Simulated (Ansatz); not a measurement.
# GaSb (F-43m) in Ansatz: settings compared

Aim: see how the results for GaSb move with the level of theory and the settings. Levels: PBE, LDA, revPBE+D3(BJ), PBE+D3(BJ). Tasks: single point, relaxation of cell and atoms.

All numbers are computed with Ansatz 0.2.0; they aren't measurements. Logs are shortened: lines on timing, memory, paths and dates and some standing lists are left out, and cuts for length are marked.

**The experiment to reproduce.**

A printed reference work, data compilation reports, for a bulk crystal of GaSb at 4.2 K: band gap 0.811 eV (direct).

The runs below are set against these values where they give the same quantity.

### 1 The structure

Symmetry: F-43m, No. 216, cubic system. Conventional cell: a = 6.118 Å, b = 6.118 Å, c = 6.118 Å, α = 90.00°, β = 90.00°, γ = 90.00°. Sb (site symmetry -43m) is surrounded by 4 Ga at 2.65 Å. Around Ga (site symmetry -43m) lie 4 Sb at 2.65 Å.

### 2 Single point, PBE

Input file input.yaml:

```yaml
crystal:
  lattice:
    - [0.0, 3.059, 3.059]
    - [3.059, 0.0, 3.059]
    - [3.059, 3.059, 0.0]
  atoms:
    - { symbol: Sb, position: [0.75, 0.75, 0.75] }
    - { symbol: Ga, position: [0.0, 0.0, 0.0] }
kpoints:
  mp_grid: { grid: [8, 8, 8] }
scf:
  occupations: { method: gaussian, width: 0.028 }
hamiltonian:
  xc: pbe
  pseudopotentials: { kind: all_electron, lapw: { basis_error: 0.001 } }
output:
  forces: true
  stress: true
  eigenvalues: true
```

Potentials or basis: all-electron LAPW, scalar-relativistic.

Command:

```sh
ansatz run input.yaml --threads 1 --pin off --max-ram 3072MiB --backend cpu --events-out ev --progress --plain --runs-dir out
```

Log:

```text
Warning: RAYON_NUM_THREADS=1 ignored (pool sized by the plan → 1); use --threads N
LAPW: plane waves up to 8.544 Å⁻¹, error target 1.0e-3 eV per atom; small_component_spin mean_spin; Ga in spheres of 1.300 Å, 21 of its electrons in bands, Dirac shells []; Sb in spheres of 1.350 Å, 23 of its electrons in bands, Dirac shells [] (how accurate: hamiltonian.pseudopotentials.lapw.basis_error, Limitations)
Engine: ansatz 0.2.0, x86_64-unknown-linux-gnu
Pseudopotentials: kind: all_electron
Pseudopotential: Sb, LAPW, valence charge 23, lapw/all_electron/scalar/gaussian/Sb, Koelling and Harmon's equation, gaussian nucleus
Pseudopotential: Ga, LAPW, valence charge 21, lapw/all_electron/scalar/gaussian/Ga, Koelling and Harmon's equation, gaussian nucleus
Functional definition: PBE
  parameter kappa = 0.804
  parameter beta = 0.06672455060314922
  exchange = pbe_x(kappa = kappa, mu = beta*pi^2/3)
  correlation = pbe_c(beta = beta)
Crystal: 2 atoms, lattice volume = 57.249 Å³
Basis set: ecut = 278.12023694752486 eV, 609 PW (Γ), exchange–correlation at level 2
Bands: 27, of which v1, the nominal top of the filled ones, is band 22 counted from 1 (21 counted from 0)
Symmetry: 24 space group operations
Space group: F-43m (ITA 216), of the structure as read, at distance tolerance 3.9e-5 Å
k-points: 29 of 512 (time reversal used)
Non-local potential: Sb, projectors of the file, none
Non-local potential: Ga, projectors of the file, none
Initial density: superposition of atomic densities (chi_scale 0.1, normalization cell, long waves kept (reshape's long-wave potential 0.00 eV rms))
Initial wavefunctions: plane waves of lowest kinetic energy (no species holds an atomic orbital)
Functional: x = pbe(κ = 0.804, μ = 0.2195149727645171), c = pbe(β = 0.06672455060314922)
iter 1 solved again at ethr=6.79e-4 eV; its pass at ethr=1.00e-1 eV (dr2=2.99e-1 eV) is discarded
SCF iter   1: F=—  HF=-229268.400738 eV  |F-HF|=—  |Δ(HF+E_count)|=         —  Δρ=2.11e-2  dr2=3.00e-1  ethr=6.79e-4  ⟨swp⟩=2.7  Hψ=5038  notcnv=0
preconditioner: auto → none  [insulator: Δε(μ)=0.085 eV  Ē_g=15.096 eV  σ=0.028 eV  W_gap=0.96  n_scr=14 (ndim 8)  ℏωp=20.8 eV  f_vac=0.121  D(μ)=0.03/eV (n_scr^D=0)  ε∞_Penn≈2.9]
SCF iter   2: F=—  HF=-229268.351918 eV  |F-HF|=—  |Δ(HF+E_count)|=   4.88e-2  Δρ=9.70e-3  dr2=6.15e-2  ethr=6.79e-4  ⟨swp⟩=2.0  Hψ=2320  notcnv=0
iter 3 solved again at ethr=1.35e-5 eV; its pass at ethr=1.40e-4 eV (dr2=5.92e-3 eV) is discarded
SCF iter   3: F=—  HF=-229268.355768 eV  |F-HF|=—  |Δ(HF+E_count)|=   3.85e-3  Δρ=2.80e-3  dr2=5.94e-3  ethr=1.35e-5  ⟨swp⟩=2.0  Hψ=3916  notcnv=0
SCF iter   4: F=—  HF=-229268.343744 eV  |F-HF|=—  |Δ(HF+E_count)|=   1.20e-2  Δρ=4.49e-4  dr2=7.66e-5  ethr=1.35e-5  ⟨swp⟩=2.0  Hψ=2319  notcnv=0
SCF iter   5: F=—  HF=-229268.343888 eV  |F-HF|=—  |Δ(HF+E_count)|=         —  Δρ=1.09e-4  dr2=5.53e-6  ethr=1.74e-7  ⟨swp⟩=3.0  Hψ=2292  notcnv=0
the basis was enlarged: its passes take 123.1 KiB over the memory plan, 1 of 1 planned eigensolver slots
SCF iter   6: F=—  HF=-229268.343900 eV  |F-HF|=—  |Δ(HF+E_count)|=   1.11e-5  Δρ=1.99e-5  dr2=3.73e-7  ethr=1.26e-8  ⟨swp⟩=3.0  Hψ=2293  notcnv=0
SCF iter   7: F=-229268.343900 eV  HF=-229268.343900 eV  |F-HF|=5.74e-8  |Δ(HF+E_count)|=   2.55e-7  Δρ=6.94e-6  dr2=2.74e-8  ethr=8.48e-10  ⟨swp⟩=3.0  Hψ=2292  notcnv=0
SCF 1 converged in 7 iterations: F = -229268.343900 eV  dr2 = 2.74e-8
SCF converged after 7 iterations
Free energy (F): -229268.343900 eV
Harris-Foulkes:  -229268.343900 eV  (|F-HF|=5.74e-8)
Internal energy: -229268.343836 eV  (E = F + TS)
E sigma→0 (E₀):  -229268.343868 eV
Entropy (-TS):   -0.000063 eV (-0.032 meV/atom)
Fermi energy:    9.807239 eV
--- Per-component energies (eV) ---
  E_band       = -1771.269470
  E_kinetic    = 239813.623941
  E_xc         = -6703.719527
  E_electrostatic = -462378.248251  (all electrons and nuclei)
  E_smearing   = -0.000063  (= −TS)
  E_closure    = 0.000000  (closes the sum)
  E_atoms      = -229261.009040  (free atoms, spherical and without spin; not in F)
  Σ components = -229268.343900   (vs F -229268.343900, Δ=0.00e0)
  Basis errors (estimates in eV, not in F): energy 4.4e-4 per atom: plane waves 3.9e-4 (2.3e-4 summed), levels above the bands 0.0e0, relativity 3.7e-8, radial functions 4.3e-5, core shells 4.6e-8; eigenvalues (radial functions only) 9.2e-7; not estimated: angular momenta, meshes, grids; target (lapw.basis_error) 1.0e-3; muffin-tin radii Ga 1.300 Å, Sb 1.350 Å
--- Forces (eV/Å), atoms counted from 1 ---
  atom   1  Sb    -0.00000000     0.00000000     0.00000000
  atom   2  Ga     0.00000000    -0.00000000    -0.00000000
  max |Σ_I F_I| component: 1.56e-17 eV/Å
--- Stress (GPa, compression-positive) ---
        2.310384      -0.000000      -0.000000
       -0.000000       2.310384       0.000000
       -0.000000       0.000000       2.310384
  P = ⅓ Tr σ = 2.3104 GPa (23.104 kbar)
--- Band table (eV; the first three rows and the last of 29) ---
  k-point 0: bands = ["-134.1830", "-134.0864", "-87.1524", "-87.1524", "-87.1524", "-84.8162", "-84.8162", "-84.8162", "-18.9835", "-18.9835", "-18.9835", "-18.9642", "-18.9642", "-5.2145", "-5.2145", "-5.2145", "-5.1655", "-5.1655", "-1.6955", "9.7808", "9.7808", "9.7808", "9.8193", "12.5690", "12.5690", "12.5690", "15.5965"]
  k-point 1: bands = ["-134.1830", "-134.0864", "-87.1524", "-87.1524", "-87.1524", "-84.8162", "-84.8162", "-84.8162", "-18.9834", "-18.9831", "-18.9831", "-18.9641", "-18.9641", "-5.2188", "-5.2126", "-5.2126", "-5.1658", "-5.1658", "-1.5355", "7.7758", "9.5285", "9.5285", "10.8168", "12.9152", "12.9152", "13.2152", "16.4248"]
  k-point 2: bands = ["-134.1830", "-134.0864", "-87.1524", "-87.1524", "-87.1524", "-84.8162", "-84.8162", "-84.8162", "-18.9832", "-18.9821", "-18.9821", "-18.9638", "-18.9638", "-5.2291", "-5.2084", "-5.2084", "-5.1661", "-5.1661", "-1.0799", "5.7606", "9.0811", "9.0811", "10.5944", "13.4337", "13.4337", "14.9907", "16.9926"]
  k-point 28: bands = ["-134.1830", "-134.0865", "-87.1524", "-87.1524", "-87.1524", "-84.8162", "-84.8162", "-84.8162", "-18.9829", "-18.9813", "-18.9776", "-18.9647", "-18.9623", "-5.2546", "-5.1960", "-5.1913", "-5.1714", "-5.1663", "0.7964", "3.1162", "6.4392", "6.6605", "13.4708", "14.1163", "14.2035", "14.5545", "19.7370"]
```

It took 22 s on 1 thread of Intel Xeon at 2.50GHz (Skylake/Cascade Lake), shared host; peak memory 0.33 GiB.

Results:

```
Free energy            : -229268.3439 eV
Pressure               : 2.3 GPa
Band gap on the k mesh : 0.04 eV, direct
```

Caveat: spin-orbit coupling is left out, which moves the levels of the heavy elements.

### 3 Relaxation of cell and atoms, LDA

Changes to input.yaml since step 2:

```diff
@@ -11,5 +11,5 @@
 scf:
-  occupations: { method: gaussian, width: 0.028 }
+  occupations: { method: fermi_dirac, width: 0.05 }
 hamiltonian:
-  xc: pbe
+  xc: lda
   pseudopotentials: { kind: all_electron, lapw: { basis_error: 0.001 } }
@@ -18,2 +18,5 @@
   stress: true
-  eigenvalues: true
+relax:
+  f_tol: 0.005
+  max_steps: 60
+  cell: {}
```

Potentials or basis: all-electron LAPW, scalar-relativistic.

Command:

```sh
ansatz run input.yaml --threads 1 --pin off --max-ram 3072MiB --backend cpu --events-out ev --progress --plain --runs-dir out
```

Run time: 65 s. Hardware: 1 thread of Intel Xeon at 2.50GHz (Skylake/Cascade Lake), shared host; peak memory 0.36 GiB.

The run converged. Its results:

```
Free energy                            : -229043.8550 eV
Relaxed volume                         : 27.69 Å³/atom
Relaxed cell                           : a = 4.279 Å, b = 4.279 Å, c = 4.279 Å, α = 60.00°, β = 60.00°, γ = 60.00°
Space group after relaxing (to 0.05 Å) : F-43m (No. 216)
Energy gained by relaxing              : 5.2 meV/atom
Ionic steps                            : 4
Pressure after relaxing                : 0.0 GPa
```

Step by step:
| step | energy change (eV) | largest force (eV/Å) | volume (Å³) |
| --- | --- | --- | --- |
| 1 | 0.0000 | 0.0000 | 57.25 |
| 2 | -0.0093 | 0.0000 | 54.77 |
| 3 | -0.0103 | 0.0000 | 55.39 |
| 4 | -0.0103 | 0.0000 | 55.39 |

Final structure:
```
Sb Ga
1.0
     0.00000    3.02547    3.02547
     3.02547    0.00000    3.02547
     3.02547    3.02547    0.00000
Sb Ga
1 1
Direct
  0.75000 0.75000 0.75000
  0.00000 0.00000 0.00000
```

(Part 1 of 2 ends here.)
